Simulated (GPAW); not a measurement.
**Fe2 Mo7 Fe2 001: parallel and opposed starts**

Wanted: the moments of Fe2 Mo7 Fe2 001 and the energy of each order that was tried.

Method: PBE; plane waves with GPAW's PAW setups, scalar-relativistic, in GPAW 26.7.0.

## 1. Starting point

The cell holds 11 atoms: 4 Fe and 7 Mo. Its edges and angles: a = 3.147 Å, b = 3.147 Å, c = 26.587 Å, α = 90.0°, β = 90.0°, γ = 90.0°. ideal sites on the substrate's mesh, layer spacings from atomic volumes, unrelaxed, 12 A of vacuum. Vacuum lies along c.

## 2. Order 1, typed as ferro ++++

Parallel moments need no larger cell; this start tests for a ferromagnetic state only.

File order1.py:

```python
import json
import numpy as np
from ase import Atoms
from ase.parallel import paropen, parprint
from gpaw import GPAW

atoms = Atoms(['Fe', 'Fe', 'Mo', 'Mo', 'Mo', 'Mo', 'Mo', 'Mo', 'Mo', 'Fe', 'Fe'],
    cell=[[3.147, 0.0, 0.0],
         [0.0, 3.147, 0.0],
         [0.0, 0.0, 26.586602]],
    scaled_positions=[[0.0, 0.0, 0.225678],
         [0.5, 0.5, 0.270493],
         [0.0, 0.0, 0.322486],
         [0.5, 0.5, 0.381657],
         [0.0, 0.0, 0.440829],
         [0.5, 0.5, 0.5],
         [0.0, 0.0, 0.559171],
         [0.5, 0.5, 0.618343],
         [0.0, 0.0, 0.677514],
         [0.5, 0.5, 0.729507],
         [0.0, 0.0, 0.774322]],
    pbc=True,
    magmoms=[2.6, 2.6, 0.0, 0.0, 0.0, 0.0, 0.0, 0.0, 0.0, 2.6, 2.6])
atoms.calc = GPAW(mode={'name': 'pw', 'ecut': 450},
    xc='PBE',
    kpts={'size': (20, 20, 1), 'gamma': True},
    occupations={'name': 'fermi-dirac', 'width': 0.05},
    convergence={'density': 1e-05, 'energy': 1e-05},
    maxiter=200,
    mixer={'name': 'pulay', 'beta': 0.03, 'nmaxold': 8, 'weight': 100},
    symmetry={'tolerance': 1e-4},
    txt='order1.txt')
e = atoms.get_potential_energy(force_consistent=True)
res = {'free_energy': e, 'energy_sigma0': atoms.get_potential_energy(), 'fermi_energy': atoms.calc.get_fermi_level()}
res['moments'] = atoms.get_magnetic_moments().tolist()
res['total'] = atoms.get_magnetic_moment()
parprint('site moments (muB):', np.round(res['moments'], 3))
parprint(f"total moment: {res['total']:.3f} muB")
parprint(f'free energy: {e:.6f} eV')
atoms.calc.write('order1.gpw')
with paropen('results.json', 'w') as f:
    json.dump(res, f)
```

The run is started by

```
$ OMP_NUM_THREADS=1 mpirun -n 8 gpaw python order1.py > order1.log
```

Numbers of over 12 decimals in the logs are rounded to 6 here.

The program printed:

```text
site moments (muB): [ 2.814  2.021 -0.2    0.015 -0.067  0.082 -0.067  0.015 -0.2    2.021
  2.814]
total moment: 9.382 muB
free energy: -111.081672 eV

--- order1.txt ---
Input parameters:
  mode=PW(ecut=450),
  convergence={'density': 1e-05, 'energy': 1e-05},
  kpts=MonkhorstPack(size=(20, 20, 1), gamma=True),
  maxiter=200,
  mixer=Pulay(name='pulay', nmaxold=8, beta=0.03, weight=100, sigma=0.015, g_ss=None),
  occupations=Occupations(name='fermi-dirac', width=0.05),
  symmetry=Symmetry(tolerance=0.0001),
  xc=XC(name='PBE')

Diagonalizing LCAO Hamiltonian
Converting LCAO to pw mode
   .-------.
  /|       |
 * |       |
 | |       |
 | |       |
 | |       |
 | |       |
 | |       |
 | |       |
 Fe|       |
 | |  Fe   |
 | |       |
 | |       |
 Mo|       |
 | |  Mo   |
 | |       |
 | |       |
 Mo|  Mo   |
 | |       |
 | |       |
 Mo|       |
 | |  Mo   |
 | |       |
 | |       |
 Mo|       |
 | |  Fe   |
 | |       |
 | |       |
 Fe|       |
 | |       |
 | |       |
 | |       |
 | |       |
 | .-------.
 |/       /
 *-------*

Atoms  # Å, Bohr magnetons
|    | symbol |        x |        y |         z |    initial magnetic moments |
|----|--------|----------|----------|-----------|-----------------------------|
|  0 |     Fe | 0.000000 | 0.000000 |  6.000011 | ( 0.0000,  0.0000,  2.6000) |
|  1 |     Fe | 1.573500 | 1.573500 |  7.191490 | ( 0.0000,  0.0000,  2.6000) |
|  2 |     Mo | 0.000000 | 0.000000 |  8.573807 | ( 0.0000,  0.0000,  0.0000) |
|  3 |     Mo | 1.573500 | 1.573500 | 10.146963 | ( 0.0000,  0.0000,  0.0000) |
|  4 |     Mo | 0.000000 | 0.000000 | 11.720145 | ( 0.0000,  0.0000,  0.0000) |
|  5 |     Mo | 1.573500 | 1.573500 | 13.293301 | ( 0.0000,  0.0000,  0.0000) |
|  6 |     Mo | 0.000000 | 0.000000 | 14.866457 | ( 0.0000,  0.0000,  0.0000) |
|  7 |     Mo | 1.573500 | 1.573500 | 16.439639 | ( 0.0000,  0.0000,  0.0000) |
|  8 |     Mo | 0.000000 | 0.000000 | 18.012795 | ( 0.0000,  0.0000,  0.0000) |
|  9 |     Fe | 1.573500 | 1.573500 | 19.395112 | ( 0.0000,  0.0000,  2.6000) |
| 10 |     Fe | 0.000000 | 0.000000 | 20.586591 | ( 0.0000,  0.0000,  2.6000) |

Unit cell  # Å
| periodic |        x |        y |         z |   lengths |    angles |
|----------|----------|----------|-----------|-----------|-----------|
|      yes | 3.147000 | 0.000000 |  0.000000 |  3.147000 | 90.000000 |
|      yes | 0.000000 | 3.147000 |  0.000000 |  3.147000 | 90.000000 |
|      yes | 0.000000 | 0.000000 | 26.586602 | 26.586602 | 90.000000 |

Number of symmetries: 16

BZ-sampling:
  Number of BZ points: 400
  Number of IBZ points: 66

  Monkhorst-Pack size: [20, 20, 1]
  Monkhorst-Pack shift: [0.025, 0.025, 0.0]

K-points  # in reciprocal-cell coordinates
|     |                                coordinates |     weight |
|-----|--------------------------------------------|------------|
|   0 | ( -0.00000000,  -0.00000000,   0.00000000) | 0.00250000 |
|   1 | (  0.05000000,  -0.00000000,   0.00000000) | 0.01000000 |
|   2 | (  0.05000000,   0.05000000,   0.00000000) | 0.01000000 |
|   3 | (  0.10000000,  -0.00000000,   0.00000000) | 0.01000000 |
|   4 | (  0.10000000,   0.05000000,   0.00000000) | 0.02000000 |
|   5 | (  0.10000000,   0.10000000,   0.00000000) | 0.01000000 |
|   6 | (  0.15000000,  -0.00000000,   0.00000000) | 0.01000000 |
|   7 | (  0.15000000,   0.05000000,   0.00000000) | 0.02000000 |
|   8 | (  0.15000000,   0.10000000,   0.00000000) | 0.02000000 |
|   9 | (  0.15000000,   0.15000000,   0.00000000) | 0.01000000 |
| ... |                                            |            |
|  65 | (  0.50000000,   0.50000000,   0.00000000) | 0.00250000 |

Plane wave coefficients: 5795
Cutoff: 450.000000 eV

Spin-components: 2 (collinear spins)
Bands:           89
Projectors:      66
Spin-degeneracy: 1
Datatype:        complex128

Parallelization:
  kpt:    8
  domain: 1
  band:   1

Density:
  Valence electrons: 130.0
  Components: 2
  Grid points: [ 16  16 135]
  Charge: 0.0  # |e|

Potential:
  Grid points: [ 16  16 135]

species:
  Fe:
    name:    Iron
    Z:       26.0
    valence: 8
    core:    18
    charge:  0.0  # [|e|]
    compensation charges:
      type: gauss
      rc: 0.33  # [Å]
      lmax: 2
    cutoffs:
      filter: 2.06  # [Å]
      core: 2.67  # [Å]
    projectors
    | kind |    occ | energy [eV] | rcut [Å] |
    |------|--------|-------------|----------|
    |   4s |  2.000 |      -5.291 |    1.164 |
    |   4p |  0.000 |      -1.326 |    1.058 |
    |   3d |  6.000 |      -7.505 |    1.058 |
    |    s |        |      21.920 |    1.164 |
    |    p |        |      25.885 |    1.058 |
    |    d |        |      19.706 |    1.058 |

    Using partial waves for Fe as LCAO basis

  Mo:
    name:    Molybdenum
    Z:       42.0
    valence: 14
    core:    28
    charge:  0.0  # [|e|]
    compensation charges:
      type: gauss
      rc: 0.38  # [Å]
      lmax: 2
    cutoffs:
      filter: 2.16  # [Å]
      core: 1.42  # [Å]
    projectors
    | kind |    occ | energy [eV] | rcut [Å] |
    |------|--------|-------------|----------|
    |   4s |  2.000 |     -64.307 |    1.238 |
    |   5s |  1.000 |      -4.084 |    1.238 |
    |   4p |  6.000 |     -38.491 |    1.296 |
    |   5p |  0.000 |      -1.044 |    1.296 |
    |   4d |  5.000 |      -3.754 |    1.296 |
    |    d |        |      23.458 |    1.296 |

    Using partial waves for Mo as LCAO basis

Reference energy: -909416.326820  # eV

eigensolver:
  PPCG
  Converge bands: occupied
  niter=2

density mixing:
  Pulay-Mixer
  Linear mixing parameters: 0.03
  Old densities: 8
  Fourier metric: weight=100, sigma=0.015

occupation numbers:
  Fermi-Dirac:
    width: 0.0500  # eV

poisson solver:
  ecut: 3600.000000  # eV

xc functional:
  name: PBE with 2 nearest neighbor stencil

convergence criteria:
- Maximum integral of absolute [dens]ity change: 1e-05 electrons / valence electron
- Maximum [total energy] change in last 3 cyles: 1e-05 eV / valence electron
- Maximum integral of absolute [eigenst]ate change: 4e-08 eV^2 / valence electron
maximum number of iterations: 200

SCF iterations
|iter     |      energy | eigst |  dens |  magmom |
|---------|-------------|-------|-------|---------|
|iter:   1|       0s | -122.473651 | +0.53 |       | +10.4211|
|iter:   2|      17s | -123.011794 | -0.69 | -0.78 | +10.3010|
|iter:   3|      33s | -117.813795 | -1.30 | -0.87 | +10.3086|
|iter:   4|      50s | -115.970168 | -1.78 | -0.93 | +10.2309|
|iter:   5|      66s | -112.491620 | -0.98 | -1.00 | +10.0096|
|iter:   6|      82s | -111.264931 | -1.21 | -1.17 |  +9.8740|
|iter:   7|      98s | -110.980933 | -1.80 | -1.33 |  +9.8116|
|iter:   8|     114s | -110.878989 | -2.13 | -1.43 |  +9.7452|
|iter:   9|     130s | -111.091741 | -1.62 | -1.58 |  +9.7224|
|iter:  10|     146s | -111.020246 | -2.73 | -1.55 |  +9.6873|
[... 31 iterations left out ...]
|iter:  42|     672s | -111.038863c| -7.41c| -4.20 |  +9.3850|
|iter:  43|     680s | -111.038864c| -7.72c| -4.35 |  +9.3844|
|iter:  44|     688s | -111.038864c| -8.01c| -4.41 |  +9.3841|
|iter:  45|     696s | -111.038864c| -7.90c| -4.43 |  +9.3836|
|iter:  46|     703s | -111.038865c| -7.73c| -4.49 |  +9.3833|
|iter:  47|     711s | -111.038866c| -7.92c| -4.52 |  +9.3829|
|iter:  48|     719s | -111.038865c| -7.99c| -4.53 |  +9.3825|
|iter:  49|     727s | -111.038864c| -7.56c| -4.60 |  +9.3819|
|iter:  50|     735s | -111.038864c| -7.78c| -4.86 |  +9.3815|
|iter:  51|     743s | -111.038864c| -8.08c| -5.00c|  +9.3815|

Converged in 51 steps
Energy contributions relative to reference atoms: (reference = -909416.326820)

Energy contributions:
  Kinetic:         -58.276706
  Coulomb:          24.347001
  Zero:             -1.308363
  External:          0.000000
  Xc:              -75.757987
  Entropy:          -0.085616
  Spinorbit:         0.000000
  ----------------------------
  Free energy:    -111.081672
  Extrapolated:   -111.038864

dipole moment: (-62.378245, -62.378245, -0.000504)  # |e|*Ang

Total magnetic moment: (0.000000, 0.000000, 9.381540)

Local magnetic moments
|        x |        y |         z |
|----------|----------|-----------|
| 0.000000 | 0.000000 |  2.814358 |  # Fe   0
| 0.000000 | 0.000000 |  2.021203 |  # Fe   1
| 0.000000 | 0.000000 | -0.199796 |  # Mo   2
| 0.000000 | 0.000000 |  0.015317 |  # Mo   3
| 0.000000 | 0.000000 | -0.066891 |  # Mo   4
| 0.000000 | 0.000000 |  0.081754 |  # Mo   5
| 0.000000 | 0.000000 | -0.066891 |  # Mo   6
| 0.000000 | 0.000000 |  0.015317 |  # Mo   7
| 0.000000 | 0.000000 | -0.199796 |  # Mo   8
| 0.000000 | 0.000000 |  2.021203 |  # Fe   9
| 0.000000 | 0.000000 |  2.814358 |  # Fe  10

Fermi level: 5.930
Eigenvalues  # (at kpt = [-0.000, -0.000, 0.000])
| band index |      eig [eV] | occ [0-1] |      eig [eV] | occ [0-1] |
|------------|---------------|-----------|---------------|-----------|
|          0 |       -55.312 |     1.000 |       -55.327 |     1.000 |
|        ... |               |           |               |           |
|         59 |         4.640 |     1.000 |         5.556 |     0.999 |
|         60 |         4.640 |     1.000 |         5.721 |     0.985 |
|         61 |         4.734 |     1.000 |         5.721 |     0.985 |
|         62 |         4.762 |     1.000 |         6.036 |     0.107 |
|         63 |         4.762 |     1.000 |         6.039 |     0.101 |
|         64 |         4.833 |     1.000 |         6.073 |     0.054 |
|         65 |         4.996 |     1.000 |         6.083 |     0.045 |
|         66 |         5.108 |     1.000 |         6.083 |     0.045 |
|         67 |         5.108 |     1.000 |         6.213 |     0.003 |
|         68 |         5.369 |     1.000 |         6.634 |     0.000 |
|         69 |         5.512 |     1.000 |         6.634 |     0.000 |
|         70 |         5.761 |     0.967 |         6.788 |     0.000 |
|         71 |         5.761 |     0.967 |         6.874 |     0.000 |
|         72 |         6.267 |     0.001 |         7.255 |     0.000 |
|         73 |         6.471 |     0.000 |         7.292 |     0.000 |
|         74 |         6.524 |     0.000 |         7.292 |     0.000 |
|        ... |               |           |               |           |
|         88 |         9.239 |     0.000 |         9.320 |     0.000 |

No gap
No difference between direct/indirect transitions
```

Run time: 13 min. Hardware: 8 MPI ranks of Arm Neoverse V1, shared host; peak memory 3.2 GiB.

Spin moment in the augmentation sphere by atom:

| atom | spin moment in the augmentation sphere (μB) |
| --- | --- |
| Fe1 | 2.81 |
| Fe2 | 2.02 |
| Mo3 | -0.20 |
| Mo4 | 0.02 |
| Mo5 | -0.07 |
| Mo6 | 0.08 |
| Mo7 | -0.07 |
| Mo8 | 0.02 |
| Mo9 | -0.20 |
| Fe10 | 2.02 |
| Fe11 | 2.81 |

This step gave:

```yaml
magnetization: 9.382 μB
final_state: ferromagnetic
```

After 51 cycles the largest moment stands at 2.81 μB.

(Part 1 of 2 ends here.)

[Logs and program files are shortened in this print: banners, set-up blocks, solver, clock and traceback lines can be left out without a mark of their own.]

[Logs are printed without paths, hosts, clocks, repeated set-up lines and the standing remarks that a program may print on its own settings, such as how far it seeks lower states.]

[Hosts, paths, dates, database ids (printed as entryN), source tags and the programs' standing remarks are cut or masked in the printed files.]

[Where a cell is said to come from a database of computed structures, the database is the Materials Project.]
